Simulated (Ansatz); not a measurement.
**Thermal properties of TiS2 from its phonons**

Computed with DFT PBE, scalar-relativistic, plane waves, PAW (Ansatz). Plane waves to 420 eV; Γ-centred k mesh 18×18×8; Fermi-Dirac smearing of 0.15 eV. No spin polarisation. Phonons by linear response, acoustic sum rule imposed.

Relaxed structure:
```yaml
crystal:
  lattice:
    - [3.40985, 0.00000, 0.00000]
    - [-1.70492, 2.95301, 0.00000]
    - [0.00000, 0.00000, 6.57408]
  atoms:
    - { symbol: Ti, position: [0.00000, 0.00000, 0.00000] }
    - { symbol: S, position: [0.33333, 0.66667, 0.21658] }
    - { symbol: S, position: [0.66667, 0.33333, 0.78342] }
```

It was relaxed at this level from a cell as deposited in COD. In a metal, frequencies and elastic constants depend on the k mesh and the smearing, soft modes and shear constants most. The q mesh is coarse, so values between its points are rough. A semilocal functional can close a gap that the real compound has. No dispersion correction is applied, so modes and constants that involve weak contacts between layers, chains or molecules come out too soft.

Force constants from linear response on a 3×3×1 q mesh, interpolated to a fine mesh.

Phonon density of states, in bins of 10 cm⁻¹:
```csv
bin centre (cm⁻¹),share of modes (%)
5,0.1
15,0.3
25,0.5
35,0.7
45,1.0
55,1.4
65,1.9
75,3.1
85,6.4
95,2.4
105,1.3
115,1.1
125,1.0
135,0.9
145,2.6
155,2.1
165,2.2
175,2.6
185,2.7
195,2.3
205,3.3
215,4.2
225,2.4
235,9.6
245,2.6
255,3.5
265,6.4
275,3.7
285,3.4
295,1.9
305,3.2
315,6.1
325,3.1
335,3.7
345,2.4
355,2.0
365,1.5
375,0.7
```

Question: Give the zero-point energy per atom.

Answer: 40.6 meV.

Question: How large are the vibrational entropy and heat capacity at 300 K?

Answer: S = 3.40 k_B and C_V = 2.70 k_B per atom, 90 % of the Dulong–Petit value.

Question: Tabulate them against temperature.

Answer:
```
T (K)  F_vib (meV/atom)  S (k_B/atom)  C_V (k_B/atom)
  100              37.4          0.99            1.46
  200              22.7          2.35            2.40
  300              -2.3          3.40            2.70
  400             -35.1          4.19            2.83
  500             -74.1          4.83            2.89
  600            -118.0          5.36            2.92
  700            -166.2          5.81            2.94
  800            -218.0          6.21            2.95
  900            -273.0          6.55            2.96
 1000            -330.9          6.87            2.97
```
